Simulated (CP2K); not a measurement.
Crystal: Zr.

```
Zr
1.0
     3.23200    0.00000    0.00000
    -1.61600    2.79899    0.00000
     0.00000    0.00000    5.14700
Zr
2
Direct
  0.66667 0.33333 0.75000
  0.33333 0.66667 0.25000
```

| Item | Value |
| --- | --- |
| Program | CP2K 2026.2 |
| Task | single point |
| Functional | PBE |
| Potentials or basis | POTENTIAL_UZH Zr GTH-PBE-q12; TZVP-MOLOPT-PBE-GTH basis |
| Density cutoff | 6123 eV |
| k mesh | 9 × 9 × 5 |
| Occupations | fermi-dirac, width 0.05 eV |
| Spin | no spin polarisation |

On this cell: pressure 1.2 GPa; largest force under 0.003 eV/Å; band gap on the k mesh none (metal or under the smearing width).

The same run follows on a disturbed copy (atoms moved at random, drawn with an rms of 0.05 Å):

```
Zr
1.0
     3.23200    0.00000    0.00000
    -1.61600    2.79899    0.00000
     0.00000    0.00000    5.14700
Zr
2
Direct
  0.66214 0.33864 0.74918
  0.34713 0.68258 0.24458
```

Task: What changes?

Result: The energy (extrapolated to zero smearing) moves by +1.1 meV/atom; pressure 1.2 GPa; largest force 0.120 eV/Å; band gap on the k mesh none (metal or under the smearing width).

Forces in eV/Å, atoms in the order of the input:
```
Zr   0.033  0.023 -0.113
Zr  -0.033 -0.023  0.113
```

Stress tensor (GPa, compression positive):
```
 0.60 -0.30  0.00
-0.30  1.03  0.00
 0.00  0.00  2.00
```

Caveats: the basis of atomic orbitals isn't converged, which shifts pressures, moduli and gaps.
